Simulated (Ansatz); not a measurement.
**FeO (Wuestite): single point with PBE**

Crystal: FeO (Wuestite).

```
Fe O
1.0
     0.00000    2.15540    2.15540
     2.15540    0.00000    2.15540
     2.15540    2.15540    0.00000
Fe O
1 1
Cartesian
  0.0000 0.0000 0.0000
  2.1554 2.1554 2.1554
```

```json
{
 "Program": "Ansatz 0.2.0",
 "Task": "single point",
 "Functional": "PBE",
 "Potentials or basis": "all-electron LAPW, scalar-relativistic",
 "Cutoff": "349 eV (chosen from the basis error)",
 "Basis error allowed": "0.001 eV/atom",
 "k mesh": "11 × 11 × 11",
 "Occupations": "gaussian, width 0.024 eV",
 "Spin": "collinear spin, ferromagnetic start",
 "Starting moments": "[3.0, 0.0] μB"
}
```

```json
{
 "Pressure": "-0.4 GPa",
 "Band gap on the k mesh": "none (metal or under the smearing width)",
 "Net moment": "4.00 μB per cell",
 "Absolute moment": "4.01 μB per cell",
 "Site moments": "Fe +3.62; O +0.32 μB"
}
```

Levels at points of the mesh, in eV from the Fermi level:
Spin up:
| k point | band 11 | band 12 | band 13 | band 14 | band 15 | band 16 | band 17 | band 18 |
| --- | --- | --- | --- | --- | --- | --- | --- | --- |
| (0.00, 0.00, 0.00) | -3.88 | -3.88 | -3.69 | -3.69 | 0.00 | 15.22 | 16.94 | 16.94 |
Spin down:
| k point | band 7 | band 8 | band 9 | band 10 | band 11 | band 12 | band 13 | band 14 |
| --- | --- | --- | --- | --- | --- | --- | --- | --- |
| (0.00, 0.00, 0.00) | -3.33 | -3.33 | -3.33 | -0.74 | -0.74 | -0.74 | 0.23 | 0.23 |

It took 9.8 s on 2 threads of Arm Neoverse V2, with other jobs on the host, peak memory 0.41 GiB.

The gap isn't set beside the measured one, since this odd mesh misses points on the zone boundary.

Caveat: a cell with one magnetic atom can't hold antiferromagnetic order, which such compounds often take; semilocal functionals often make such compounds metallic where correlation or magnetic order opens a gap, which also shifts bond lengths.
